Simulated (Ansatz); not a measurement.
Ge: relaxation of cell and atoms with revPBE

Crystal: Ge.

```
Ge
1.0
     1.48805   -2.59469    0.00000
     1.48805    2.59469    0.00000
     0.00000    0.00000    4.72760
Ge
2
Cartesian
  1.4881 0.8643 1.1819
  1.4881 -0.8643 3.5457
```

This isn't the form of Ge at room conditions, which is diamond.

```json
{
 "Program": "Ansatz 0.2.0",
 "Task": "relaxation of cell and atoms",
 "Functional": "revPBE",
 "Potentials or basis": "all-electron LAPW, scalar-relativistic",
 "Basis error allowed": "0.001 eV/atom",
 "k mesh": "10 × 10 × 6",
 "Occupations": "fermi-dirac, width 0.05 eV",
 "Spin": "no spin polarisation"
}
```

```yaml
Relaxed_volume: 19.64 Å³/atom
Relaxed_cell: a = 3.047 Å, b = 3.047 Å, c = 4.916 Å, α = 90.00°, β = 90.00°, γ = 120.60°
Space_group_after_relaxing_to_0.05_Å: P6_3/mmc (No. 194)
Energy_gained_by_relaxing: 25.0 meV/atom
Ionic_steps: 6
Pressure_after_relaxing: 0.0 GPa
```

Step by step:
```csv
step,energy change (eV),largest force (eV/Å),volume (Å³)
1,0.0000,0.0011,36.51
2,-0.0414,0.0013,40.64
3,-0.0497,0.0005,39.48
4,-0.0499,0.0011,39.30
5,-0.0499,0.0010,39.29
6,-0.0499,0.0010,39.29
```

Final structure:
```
CELL_PARAMETERS angstrom
1.50977 -2.64668 0.00000
1.50977 2.64668 0.00000
0.00000 0.00000 4.91627
ATOMIC_POSITIONS crystal
Ge 0.33365 0.66635 0.25000
Ge 0.66635 0.33365 0.75000
```

Run time: 74 s on 1 thread of Arm Neoverse V2, with other jobs on the host, peak memory 0.41 GiB.
